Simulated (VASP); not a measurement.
Write the native input for VASP 6.6.1 that does the following.

* Task: relaxation of cell and atoms
* Functional: rev-vdW-DF2
* Potentials or basis: VASP PAW PBE potentials, release 64 (B, N)
* Cutoff: 600 eV
* k mesh: 12 × 12 × 4
* Occupations: gaussian, width 0.03 eV
* Spin: no spin polarisation
* Further INCAR settings: ALGO = Normal; EDIFF = 1e-06; IBRION = 2; EDIFFG = -0.01; NSW = 90; ISIF = 3

The structure of BN lies in POSCAR:

```
BN
1.0
    2.4982400000      0.0000000000      0.0000000000
   -1.2491200000      2.1635393048      0.0000000000
    0.0000000000      0.0000000000      6.6357000000
B N
2 2
Direct
    0.3333333333      0.6666666667      0.2500000000
    0.6666666667      0.3333333333      0.7500000000
    0.3333333333      0.6666666667      0.7500000000
    0.6666666667      0.3333333333      0.2500000000
```

The input as run:

INCAR

```
SYSTEM = BN
AGGAC = 0.0 ; ALGO = Normal
EDIFF = 1E-6 ; EDIFFG = -0.01
ENCUT = 600 ; GGA = MK
IBRION = 2 ; ISIF = 3
ISMEAR = 0 ; KPAR = 2
LASPH = .True. ; LCHARG = .False.
LREAL = .False. ; LUSE_VDW = .True.
LWAVE = .False. ; NELM = 80
NSW = 90 ; PARAM1 = 0.1234
PARAM2 = 0.711357 ; PREC = Accurate
SIGMA = 0.03 ; ZAB_VDW = -1.8867
```

KPOINTS

```
k-points
0
Gamma
  12 12 4
  0 0 0
```

Potentials or basis: VASP PAW PBE potentials, release 64 (B, N).

Command:

```console
$ cat potpaw_PBE.64/B/POTCAR potpaw_PBE.64/N/POTCAR > POTCAR
$ mpirun -np 2 vasp_std > vasp.out
```

Results of the run:

```json
{
 "Relaxed volume": "8.83 Å³/atom",
 "Relaxed cell": "a = 2.510 Å, b = 2.510 Å, c = 6.470 Å, α = 90.00°, β = 90.00°, γ = 120.00°",
 "Space group after relaxing (to 0.05 Å)": "P6_3/mmc (No. 194)",
 "Energy gained by relaxing": "2.0 meV/atom",
 "Ionic steps": "9",
 "Pressure after relaxing": "0.1 GPa",
 "Band gap on the k mesh": "4.16 eV, indirect (least direct gap 4.54 eV)"
}
```

Caveat: the PAW data sets were made with another functional, which shifts forces and pressure a little.

Wall time 6.7 min on 2 MPI ranks on Intel(R) Xeon(R) Platinum 8375C CPU @ 2.90GHz (Ice Lake) (shared host), peak memory 0.31 GiB a rank.
